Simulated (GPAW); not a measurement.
# A GW chain in GPAW: SnSe2

Aim: the G0W0 gap of SnSe2 on PBE, step by step.

Program: GPAW 26.7.0. Level of theory: PBE and many-body steps on it, plane waves. Results are calculated unless marked as measured.

## Step 1: The starting structure

The cell holds 3 atoms: 1 Sn and 2 Se. Cell: a = 3.811 Å, b = 3.811 Å, c = 14.100 Å, α = 90.0°, β = 90.0°, γ = 120.0°. It derives from SnSe2. Vacuum lies along c.

Structure file:

```cif
data_structure
_symmetry_space_group_name_H-M 'P 1'
_symmetry_Int_Tables_number 1
_cell_length_a 3.8110
_cell_length_b 3.8110
_cell_length_c 14.1000
_cell_angle_alpha 90.000
_cell_angle_beta 90.000
_cell_angle_gamma 120.000
_cell_volume 177.35
loop_
_atom_site_label
_atom_site_type_symbol
_atom_site_fract_x
_atom_site_fract_y
_atom_site_fract_z
_atom_site_occupancy
Sn1 Sn 0.00000 0.00000 0.50000 1
Se2 Se 0.33333 0.66667 0.60836 1
Se3 Se 0.66667 0.33333 0.39164 1
```

## Step 2: Ground state

This step: GPAW 26.7.0; DFT, PBE, plane waves, PAW.

The ground-state density comes first.

Input file run.py:

```python
import json
import numpy as np
from gpaw.mpi import world
from ase import Atoms
from gpaw import GPAW, PW, FermiDirac

atoms = Atoms(['Sn', 'Se', 'Se'],
    cell=[[3.8110000000, 0.0000000000, 0.0000000000],
      [-1.9055000000, 3.3004228138, 0.0000000000],
      [0.0000000000, 0.0000000000, 14.1000000000]],
    scaled_positions=[[0.0000000000, 0.0000000000, 0.5000000000],
      [0.3333333333, 0.6666666667, 0.6083591489],
      [0.6666666667, 0.3333333333, 0.3916408511]],
    pbc=(True, True, False))
calc = GPAW(mode=PW(450),
    xc='PBE',
    kpts={'size': (9, 9, 1), 'gamma': True},
    occupations=FermiDirac(0.001),
    nbands=-7,
    convergence={'density': 1e-6, 'bands': -3},
    maxiter=100,
    txt='gs.txt')
atoms.calc = calc
res = {'energy': atoms.get_potential_energy(), 'forces': atoms.get_forces(), 'stress': atoms.get_stress()}
kpts = calc.get_ibz_k_points()
res['kpts'] = kpts
res['eigenvalues'] = [calc.get_eigenvalues(kpt=k) for k in range(len(kpts))]
res['n_electrons'] = calc.get_number_of_electrons()
calc.write('gs.gpw')

if world.rank == 0:
    with open('result.json', 'w') as f:
        json.dump(res, f, default=lambda x: x.tolist())
```

Started as:

```sh
mpirun -n 4 gpaw python run.py
```

Numbers of over 12 decimals in the logs are rounded to 6 here.

Output:

```text
__  _  _
 | _ |_)|_||  |
 |__||  | ||/\| - 26.7.0

Input parameters:
  mode=PW(ecut=450.000000),
  convergence={'density': 1e-06, 'bands': -3},
  kpts=MonkhorstPack(size=(9, 9, 1), gamma=True),
  maxiter=100,
  nbands=-7,
  occupations=Occupations(name='fermi-dirac', width=0.001, fixmagmom=False),
  xc=XC(name='PBE')
  [... matrices ...]
Diagonalizing LCAO Hamiltonian
Converting LCAO to pw mode

         Se

       Sn
             Se

Atoms  # Å, Bohr magnetons
|   | symbol |         x |        y |        z |    initial magnetic moments |
| 0 |     Sn |  0.000000 | 0.000000 | 7.050000 | ( 0.0000,  0.0000,  0.0000) |
| 1 |     Se | -0.000000 | 2.200282 | 8.577864 | ( 0.0000,  0.0000,  0.0000) |
| 2 |     Se |  1.905500 | 1.100141 | 5.522136 | ( 0.0000,  0.0000,  0.0000) |

Unit cell  # Å
| periodic |         x |        y |         z |   lengths |     angles |
|      yes |  3.811000 | 0.000000 |  0.000000 |  3.811000 |  90.000000 |
|      yes | -1.905500 | 3.300423 |  0.000000 |  3.811000 |  90.000000 |
|       no |  0.000000 | 0.000000 | 14.100000 | 14.100000 | 120.000000 |

Number of symmetries: 12
Symmetry operations  # r_c * U_cc + t_c -> r_c
|    | kind |            matrix            |
|  0 |  σ   |  1, 1, 0,  0,-1, 0,  0, 0, 1 |
|  1 |  S6  |  1, 1, 0, -1, 0, 0,  0, 0,-1 |
|  2 |  E   |  1, 0, 0,  0, 1, 0,  0, 0, 1 |
|  3 |  C2  |  1, 0, 0, -1,-1, 0,  0, 0,-1 |
|  4 |  C2  |  0, 1, 0,  1, 0, 0,  0, 0,-1 |
|  5 |  C3  |  0, 1, 0, -1,-1, 0,  0, 0, 1 |
|  6 |  S6  |  0,-1, 0,  1, 1, 0,  0, 0,-1 |
|  7 |  σ   |  0,-1, 0, -1, 0, 0,  0, 0, 1 |
|  8 |  σ   | -1, 0, 0,  1, 1, 0,  0, 0, 1 |
|  9 |  i   | -1, 0, 0,  0,-1, 0,  0, 0,-1 |
| 10 |  C3  | -1,-1, 0,  1, 0, 0,  0, 0, 1 |
| 11 |  C2  | -1,-1, 0,  0, 1, 0,  0, 0,-1 |

BZ-sampling:
  Number of BZ points: 81
  Number of IBZ points: 12

  Monkhorst-Pack size: [9, 9, 1]
  Monkhorst-Pack shift: [0, 0, 0]

K-points  # in reciprocal-cell coordinates
|     |                                coordinates |     weight |
|   0 | (  0.00000000,   0.00000000,   0.00000000) | 0.01234568 |
|   1 | (  0.11111111,   0.00000000,   0.00000000) | 0.07407407 |
|   2 | (  0.22222222,  -0.11111111,   0.00000000) | 0.07407407 |
|   3 | (  0.22222222,   0.00000000,   0.00000000) | 0.07407407 |
|   4 | (  0.33333333,  -0.11111111,   0.00000000) | 0.14814815 |
|   5 | (  0.33333333,   0.00000000,   0.00000000) | 0.07407407 |
|   6 | (  0.33333333,   0.33333333,   0.00000000) | 0.02469136 |
|   7 | (  0.44444444,  -0.22222222,   0.00000000) | 0.07407407 |
|   8 | (  0.44444444,  -0.11111111,   0.00000000) | 0.14814815 |
|   9 | (  0.44444444,   0.00000000,   0.00000000) | 0.07407407 |
| ... |                                            |            |
|  11 | (  0.44444444,   0.44444444,   0.00000000) | 0.07407407 |

Plane wave coefficients: 3889
Cutoff: 450.000000 eV

Spin-components: 1 (collinear spins)
Bands:           20
Projectors:      16
Spin-degeneracy: 2
Datatype:        complex128

  Storage: CPU
  Wave functions: 14_933_760 bytes (3_733_440 per core)
  Projectors: 17_173_824 bytes (4_293_456 per core)
  [... matrices ...]
Parallelization:
  kpt:    4
  domain: 1
  band:   1

Density:
  Valence electrons: 26.0
  Components: 1
  Grid points: [20 20 70]
  Charge: 0.0  # |e|

Potential:
  Grid points: [20 20 70]

species:
  Sn:
    name:    Tin
    Z:       50.0
    valence: 14
    core:    36
    charge:  0.0  # [|e|]
    compensation charges:
      type: gauss
      rc: 0.38  # [Å]
      lmax: 2
    cutoffs:
      filter: 2.23  # [Å]
      core: 2.35  # [Å]
    projectors
    | kind |    occ | energy [eV] | rcut [Å] |
    |   5s |  2.000 |     -10.538 |    1.201 |
    |   5p |  2.000 |      -3.696 |    1.270 |
    |   4d | 10.000 |     -25.845 |    1.185 |
    |    s |        |      16.674 |    1.201 |
    |    p |        |      23.515 |    1.270 |
    |    d |        |       1.367 |    1.185 |

    Using partial waves for Sn as LCAO basis

  Se:
    name:    Selenium
    Z:       34.0
    valence: 6
    core:    28
    charge:  0.0  # [|e|]
    compensation charges:
      type: gauss
      rc: 0.27  # [Å]
      lmax: 2
    cutoffs:
      filter: 1.77  # [Å]
      core: 2.67  # [Å]
    projectors
    | kind |    occ | energy [eV] | rcut [Å] |
    |   4s |  2.000 |     -17.277 |    0.847 |
    |   4p |  4.000 |      -6.512 |    1.005 |
    |    s |        |       9.935 |    0.847 |
    |    p |        |      20.699 |    1.005 |
    |    d |        |       0.000 |    0.847 |

    Using partial waves for Se as LCAO basis

Reference energy: -300217.757568  # eV

eigensolver:
  PPCG
  Converge bands: -3
  niter=2

density mixing:
  MSR1-Mixer
  Pratt-step length: 0.05
  Maximum mixing coefficient: 0.75
  Old densities: 10
  SVD Regularization: 0.005
  Good broyden scale: 1.0
  Trust region scale: 1.0
  Backstep threshold: 4.0
  History deletion threshold: 6.0
  Fourier metric: weight=20.0, sigma=0.015

occupation numbers:
  Fermi-Dirac:
    width: 0.0010  # eV

poisson solver:
  ecut: 3600.000000  # eV

xc functional:
  name: PBE with 2 nearest neighbor stencil

Initialization done in: 0.711 s

convergence criteria:
- Maximum integral of absolute [dens]ity change: 1e-06 electrons / valence electron
- Maximum [total energy] change in last 3 cyles: 0.0005 eV / valence electron
- Maximum integral of absolute [eigenst]ate change: 4e-08 eV^2 / valence electron
maximum number of iterations: 100

SCF iterations
|iter     |     time |      energy | eigst |  dens |
|iter:   1|  |  -12.185578 | +0.58 |       |
|iter:   2|  |  -12.136072 | -0.71 | -1.21 |
|iter:   3|  |  -11.952639 | -1.44 | -1.25 |
|iter:   4|  |  -11.943329 | -2.06 | -1.71 |
|iter:   5|  |  -11.943004c| -3.18 | -2.20 |
|iter:   6|  |  -11.942981c| -3.86 | -2.49 |
|iter:   7|  |  -11.943014c| -4.99 | -3.28 |
|iter:   8|  |  -11.943018c| -5.85 | -3.83 |
|iter:   9|  |  -11.943018c| -6.68 | -4.59 |
|iter:  10|  |  -11.943018c| -7.55c| -4.97 |
|iter:  11|  |  -11.943018c| -7.81c| -5.59 |
|iter:  12|  |  -11.943018c| -8.16c| -6.13c|

Converged in 12 steps
SCF loop duration: 3.449 s (0.287 s/step)
Energy contributions relative to reference atoms: (reference = -300217.757568)
  [... matrices ...]
Energy contributions:
  Kinetic:          29.780030
  Coulomb:         -26.909261
  Zero:             -0.135255
  External:          0.000000
  Xc:              -14.678531
  Entropy:          -0.000000
  Spinorbit:         0.000000
  ----------------------------
  Free energy:     -11.943018
  Extrapolated:    -11.943018

dipole moment: (-6.348019, -10.995092, 0.000112)  # |e|*Ang

Fermi level: -0.581
Eigenvalues  # (at kpt = [0.000, 0.000, 0.000])
| band index |      eig [eV] | occ [0-2] |
|          0 |       -22.390 |     2.000 |
|        ... |               |           |
|          5 |       -14.994 |     2.000 |
|          6 |       -13.460 |     2.000 |
|          7 |        -6.662 |     2.000 |
|          8 |        -2.233 |     2.000 |
|          9 |        -1.841 |     2.000 |
|         10 |        -1.841 |     2.000 |
|         11 |        -1.404 |     2.000 |
|         12 |        -1.404 |     2.000 |
|         13 |         0.488 |     0.000 |
[...]
|         18 |         4.798 |     0.000 |
|         19 |         6.362 |     0.000 |

Gap: 1.042 eV
Transition (v -> c):
  (s=0, k=1, n=12, [0.11, 0.00, 0.00]) -> (s=0, k=9, n=13, [0.44, 0.00, 0.00])
Direct/indirect transitions are different
Direct gap: 1.320 eV
Transition at: (s=0, k=9, n=12, [0.44, 0.00, 0.00])
vacuum-level: 4.818  # V

Forces  # eV/Ang
|        x |        y |        z |
| -0.00000 | -0.00000 |  0.00000 |  # Sn   0
| -0.00000 |  0.00000 |  0.84242 |  # Se   1
| -0.00000 | -0.00000 | -0.84242 |  # Se   2

Force computation time: 0.044  # s

Stress tensor  # eV/Ang^3
|         x |         y |         z |
| -0.009316 |  0.000000 |  0.000000 |
|  0.000000 | -0.009316 | -0.000000 |
|  0.000000 | -0.000000 | -0.012489 |

Stress computation time: 0.419  # s

# Writing to gs.gpw (mode='')
  [... matrices ...]
```

Wall time 6.1 s (4 MPI ranks of Arm Neoverse V2, shared host); peak memory 0.75 GiB; 24 s of CPU time.

This step gave:

- total energy: -11.94 eV
- gap: 1.042 eV
- k of the valence top: 0.1111, 0, 0
- k of the conduction bottom: 0.4444, 0, 0
- least direct gap: 1.320 eV

The gap is indirect, with the least direct gap 0.28 eV higher.

## Step 3: Bands along the symmetry lines

The cheap functional maps the bands first; the places of the edges decide which points the dearer methods must see.

Input file run.py:

```python
import json
import numpy as np
from gpaw.mpi import world
from gpaw import GPAW

path = [[0.000000, 0.000000, 0.000000],
    [0.062500, 0.000000, 0.000000],
    [0.125000, 0.000000, 0.000000],
    [0.187500, 0.000000, 0.000000],
    [0.250000, 0.000000, 0.000000],
    [0.312500, 0.000000, 0.000000],
    [0.375000, 0.000000, 0.000000],
    [0.437500, 0.000000, 0.000000],
    [0.500000, 0.000000, 0.000000],
    [0.479167, 0.041667, 0.000000],
    [0.458333, 0.083333, 0.000000],
    [0.437500, 0.125000, 0.000000],
    [0.416667, 0.166667, 0.000000],
    [0.395833, 0.208333, 0.000000],
    [0.375000, 0.250000, 0.000000],
    [0.354167, 0.291667, 0.000000],
    [0.333333, 0.333333, 0.000000],
    [0.291667, 0.291667, 0.000000],
    [0.250000, 0.250000, 0.000000],
    [0.208333, 0.208333, 0.000000],
    [0.166667, 0.166667, 0.000000],
    [0.125000, 0.125000, 0.000000],
    [0.083333, 0.083333, 0.000000],
    [0.041667, 0.041667, 0.000000],
    [0.000000, 0.000000, 0.000000]]
calc = GPAW('gs.gpw').fixed_density(kpts=path,
    symmetry='off',
    nbands=23,
    convergence={'bands': 19},
    txt='bands.txt')
res = {}
kpts = calc.get_ibz_k_points()
res['kpts'] = kpts
res['eigenvalues'] = [calc.get_eigenvalues(kpt=k) for k in range(len(kpts))]
res['n_electrons'] = calc.get_number_of_electrons()

if world.rank == 0:
    with open('result.json', 'w') as f:
        json.dump(res, f, default=lambda x: x.tolist())
```

Started as:

```sh
mpirun -n 4 gpaw python run.py
```

Output:

```text
Diagonalizing LCAO Hamiltonian
Converting LCAO to pw mode
convergence criteria:
- Maximum integral of absolute [eigenst]ate change: 4e-08 eV^2 / valence electron
maximum number of iterations: 100

SCF iterations
|iter     |     time |      energy | eigst |  dens |
|iter:   1|  |             | +1.49 |       |
|iter:   2|  |             | +0.07 |       |
|iter:   3|  |             | -0.91 |       |
[...]
|iter:  11|  |             | -6.22 |       |
|iter:  12|  |             | -6.94 |       |
|iter:  13|  |             | -7.48c|       |
SCF steps: 13
  __  _  _
 | _ |_)|_||  |
 |__||  | ||/\| - 26.7.0

Input parameters:
  mode=PW(ecut=450.000000),
  convergence={'bands': 19},
  gpts=array([20, 20, 70]),
  kpts=KPoints(kpts=array([[0.      , 0.      , 0.      ],
         [0.0625  , 0.      , 0.      ],
         [0.125   , 0.      , 0.      ],
         [0.1875  , 0.      , 0.      ],
[...]
[0.479167, 0.041667, 0.      ],
         [0.458333, 0.083333, 0.      ],
[...]
[0.416667, 0.166667, 0.      ],
[...]
[0.25    , 0.25    , 0.      ],
[...]
[0.125   , 0.125   , 0.      ],
         [0.083333, 0.083333, 0.      ],
         [0.041667, 0.041667, 0.      ],
         [0.      , 0.      , 0.      ]])),
  maxiter=100,
  nbands=23,
  occupations=Occupations(name='fermi-dirac', width=0.001, fixmagmom=False),
  parallel={},
  symmetry=Symmetry(point_group=False, time_reversal=False),
  xc=XC(name='PBE')
  [... matrices ...]
timing:  # [seconds]
  Total: 0.023  # ━━━━━━━━━━━━━━━━━━━━━━━━━━━━━━━━━━━━━━━━━━━━━━━━━━━━━━━━━━━
```

The job ended after 9.7 s (4 MPI ranks; peak memory 0.82 GiB).

This step gave:

```yaml
gap: 0.9756 eV
k_of_the_valence_top: 0.125, 0, 0
k_of_the_conduction_bottom: 0.5, 0, 0
least_direct_gap: 1.274 eV
```

The gap is 0.976 eV, −0.067 eV from the run before at this level.

Electronic bands along the path, in eV, zero at the top of the highest filled band:

```csv
point,band 10,band 11,band 12,band 13,band 14,band 15,band 16,band 17
Γ,-0.56,-0.56,-0.12,-0.12,1.77,3.10,4.69,4.69
halfway,-1.88,-1.73,-0.69,-0.08,2.05,4.26,5.67,5.77
M,-2.41,-2.22,-0.59,-0.30,0.98,4.23,5.80,5.80
halfway,-3.24,-2.53,-0.81,-0.54,1.84,5.43,5.58,6.05
K,-3.75,-3.34,-0.73,-0.73,2.21,5.68,5.68,6.97
halfway,-2.88,-1.44,-0.91,-0.38,2.45,4.85,5.39,5.81
Γ,-0.56,-0.56,-0.12,-0.12,1.77,3.10,4.69,4.69
```

## Step 4: Empty states on the mesh, 9×9×1 mesh, 298 bands

The sums over transitions need many empty states on a uniform mesh; this step solves for them.

Input file run.py:

```python
import json
import numpy as np
from gpaw.mpi import world
from gpaw import GPAW

calc = GPAW('gs.gpw').fixed_density(kpts={'size': (9, 9, 1), 'gamma': True},
    parallel={'domain': 1, 'band': 1},
    txt='nscf.txt')
calc.diagonalize_full_hamiltonian(nbands=298)
calc.write('full.gpw', mode='all')
res = {}
kpts = calc.get_ibz_k_points()
res['kpts'] = kpts
res['eigenvalues'] = [calc.get_eigenvalues(kpt=k) for k in range(len(kpts))]
res['n_electrons'] = calc.get_number_of_electrons()

if world.rank == 0:
    with open('result.json', 'w') as f:
        json.dump(res, f, default=lambda x: x.tolist())
```

Started as:

```sh
mpirun -n 4 gpaw python run.py
```

Output:

```text
Diagonalizing LCAO Hamiltonian
Converting LCAO to pw mode
convergence criteria:
- Maximum integral of absolute [eigenst]ate change: 4e-08 eV^2 / valence electron
maximum number of iterations: 100

SCF iterations
|iter     |     time |      energy | eigst |  dens |
|iter:   1|  |             | +0.59 |       |
|iter:   2|  |             | -0.75 |       |
|iter:   3|  |             | -1.60 |       |
[...]
|iter:   9|  |             | -6.37 |       |
|iter:  10|  |             | -7.20 |       |
|iter:  11|  |             | -7.73c|       |
SCF steps: 11
  __  _  _
 | _ |_)|_||  |
 |__||  | ||/\| - 26.7.0

Input parameters:
  mode=PW(ecut=450.000000),
  convergence={'density': 1e-06, 'bands': -3},
  gpts=array([20, 20, 70]),
  kpts=MonkhorstPack(size=(9, 9, 1), gamma=True),
  maxiter=100,
  nbands=20,
  occupations=Occupations(name='fermi-dirac', width=0.001, fixmagmom=False),
  parallel={'domain': 1, 'band': 1},
  xc=XC(name='PBE')
Matrix size: 3889x3889
# Writing to full.gpw (mode='all')
  [... matrices ...]

timing:  # [seconds]
  Total: 126.651  # ━━━━━━━━━━━━━━━━━━━━━━━━━━━━━━━━━━━━━━━━━━━━━━━━━━━━━━━━━
```

Run time: 2.2 min. Hardware: 4 MPI ranks; peak memory 5.4 GiB.

This step gave:

```yaml
gap: 1.042 eV
k_of_the_valence_top: 0.1111, 0, 0
k_of_the_conduction_bottom: 0.4444, 0, 0
least_direct_gap: 1.320 eV
k_points_computed: 12
lowest_point_of_the_top_converged_band_above_the_valence_top: 77.5100 eV
```

On this mesh the gap is 1.042 eV.

(Part 1 of 2 ends here.)

[Paths, hosts, dates, memory and timing lines, banners, echoed tables and standing remarks are left out of the program output.]

[Logs are printed without paths, hosts, clocks, repeated set-up lines and the standing remarks that a program may print on its own settings, such as how far it seeks lower states.]

[Runs of the session that timed out or met a known fault of the program may be left out.]

[Hosts, paths, dates, database ids (printed as entryN), source tags and the programs' standing remarks are cut or masked in the printed files.]
